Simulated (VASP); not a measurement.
**HgSe in VASP 6.6.1, single-point calculation**

INCAR

```
LASPH = .TRUE.
NELM = 120
IBRION = -1
LREAL = .FALSE.
NBANDS = 16
GGA = PE
ISIF = 2
SIGMA = 0.05
PREC = High
EDIFF = 1E-7
NSW = 0
LCHARG = .FALSE.
ENCUT = 520
IVDW = 12
ISMEAR = 0
LWAVE = .FALSE.
```

KPOINTS

```
KPOINTS created by Atomic Simulation Environment
0
Gamma
8 8 8
0 0 0
```

POSCAR

```
Hg Se
 1.0000000000000000
     0.0000000000000000    3.1545183991000001    3.1545183991000001
     3.1545183991000001    0.0000000000000000    3.1545183991000001
     3.1545183991000001    3.1545183991000001    0.0000000000000000
 Hg  Se
   1   1
Cartesian
  0.0000000000000000  0.0000000000000000  0.0000000000000000
  1.5772591995500000  1.5772591995500000  1.5772591995500000
```

The recommended PBE PAW datasets give the neutral cell 18 valence electrons.

Command

```
mpirun -np 1 vasp_std
```

OSZICAR

```
N       E                     dE             d eps       ncg     rms          rms(c)
DAV:   1     0.110551224899E+03    0.11055E+03   -0.83291E+03   928   0.989E+02
DAV:   2    -0.170814406065E+00   -0.11072E+03   -0.10356E+03  1064   0.236E+02
DAV:   3    -0.437342299993E+01   -0.42026E+01   -0.41873E+01  1152   0.475E+01
DAV:   4    -0.439101250735E+01   -0.17590E-01   -0.17589E-01  1088   0.313E+00
DAV:   5    -0.439111217186E+01   -0.99665E-04   -0.99664E-04  1208   0.215E-01    0.615E+00
DAV:   6    -0.409452201497E+01    0.29659E+00   -0.50335E-01  1384   0.952E+00    0.506E+00
DAV:   7    -0.408642023514E+01    0.81018E-02   -0.10277E-01   960   0.223E+00    0.241E+00
DAV:   8    -0.408573389499E+01    0.68634E-03   -0.11111E-02  1088   0.123E+00    0.169E-01
DAV:   9    -0.408563876327E+01    0.95132E-04   -0.13166E-03  1120   0.483E-01    0.492E-02
DAV:  10    -0.408565025071E+01   -0.11487E-04   -0.14661E-04  1144   0.143E-01    0.332E-02
DAV:  11    -0.408566758981E+01   -0.17339E-04   -0.55634E-05  1144   0.703E-02    0.235E-02
DAV:  12    -0.408566606555E+01    0.15243E-05   -0.76713E-06  1088   0.346E-02    0.714E-03
DAV:  13    -0.408566609848E+01   -0.32930E-07   -0.51104E-07  1136   0.441E-03
   1 F= -.46765064E+01 E0= -.46764309E+01  d E =-.150915E-03
```

From OUTCAR

```
k-points           NKPTS =     29   k-points in BZ     NKDIM =     29   number of bands    NBANDS=     16

   NELECT =      18.0000    total number of electrons

   dimension x,y,z NGX =    36 NGY =   36 NGZ =   36
   dimension x,y,z NGXF=    42 NGYF=   42 NGZF=   42

  energy-cutoff  :      520.00
  volume of cell :       62.78
      direct lattice vectors                 reciprocal lattice vectors
     0.000000000  3.154518399  3.154518399    -0.158502800  0.158502800  0.158502800
     3.154518399  0.000000000  3.154518399     0.158502800 -0.158502800  0.158502800
     3.154518399  3.154518399  0.000000000     0.158502800  0.158502800 -0.158502800

 k-points in reciprocal lattice and weights: KPOINTS created by Atomic Simulation Env
   0.00000000  0.00000000  0.00000000       0.002
   0.12500000  0.00000000  0.00000000       0.016
   0.25000000  0.00000000  0.00000000       0.016
   0.37500000  0.00000000  0.00000000       0.016
   0.50000000  0.00000000  0.00000000       0.008
   0.12500000  0.12500000  0.00000000       0.012
   0.25000000  0.12500000  0.00000000       0.047
   0.37500000  0.12500000  0.00000000       0.047
   ...

 E-fermi :   0.7690

 k-point     1 :       0.0000    0.0000    0.0000
  band No.  band energies     occupation
      1     -11.9945      2.00000
      2      -5.8170      2.00000
      3      -5.8170      2.00000
      4      -5.8170      2.00000
      5      -5.2480      2.00000
      6      -5.2480      2.00000
      7      -0.3181      2.00000
      8       0.7537      1.33369
      9       0.7537      1.33367
     10       0.7537      1.33367
     11       6.3630      0.00000
     12       6.3630      0.00000
     13       6.3630      0.00000
     14       9.0445      0.00000
     15      11.8608      0.00000
     16      11.8608      0.00000

 k-point     2 :       0.1250    0.0000    0.0000
  band No.  band energies     occupation
      1     -11.9434      2.00000
      2      -5.7931      2.00000
      3      -5.7931      2.00000
      4      -5.7848      2.00000
      5      -5.2494      2.00000
      6      -5.2494      2.00000
      7      -1.0744      2.00000
      8       0.6276      1.99994
      9       0.6276      1.99994
     10       1.2915      0.00000
     11       6.0077      0.00000
     12       6.5481      0.00000
     13       6.5481      0.00000
     14       9.9895      0.00000
     15      11.1149      0.00000
     16      11.1149      0.00000

 k-point     3 :       0.2500    0.0000    0.0000
  band No.  band energies     occupation
      1     -11.8169      2.00000
      2      -5.7399      2.00000
      3      -5.7399      2.00000
      4      -5.6475      2.00000
      5      -5.2450      2.00000
      6      -5.2450      2.00000
      7      -2.2665      2.00000
      8       0.3435      2.00000
      9       0.3435      2.00000
     10       1.7568      0.00000
     11       6.0975      0.00000
     12       6.8848      0.00000
     13       6.8848      0.00000
     14      10.2871      0.00000
     15      10.8331      0.00000
     16      10.8331      0.00000

 ...

  Total      -0.99264    -0.99264    -0.99264    -0.00000    -0.00000    -0.00000
  in kB     -25.33225   -25.33225   -25.33225    -0.00000    -0.00000    -0.00000
  external pressure =      -25.33 kB  Pullay stress =        0.00 kB

 POSITION                                       TOTAL-FORCE (eV/Angst)
 -----------------------------------------------------------------------------------
      0.00000      0.00000      0.00000         0.000000     -0.000000      0.000000
      1.57726      1.57726      1.57726        -0.000000      0.000000     -0.000000
 -----------------------------------------------------------------------------------
    total drift:                                0.000003      0.000003      0.000002

  FREE ENERGIE OF THE ION-ELECTRON SYSTEM (eV)
  ---------------------------------------------------
  free  energy   TOTEN  =        -4.6765064046 eV

  energy  without entropy=       -4.6763554895  energy(sigma->0) =       -4.67643095
```

It converged. Results: gap between bands v and c on the k mesh 0.00 eV; least direct gap on the k mesh 0.00 eV; pressure -2.5 GPa. Band v is the last that the valence electrons fill when counted band by band, and c is the next.

For comparison, a separate PBE run of the intended cell, on usual settings and not on those above, gives a gap of 0.00 eV on its mesh and a pressure of -0.8 GPa.

The run above took about 25 s on one core of a shared host (Intel Xeon Platinum 8488C) and held 0.16 GiB at most.
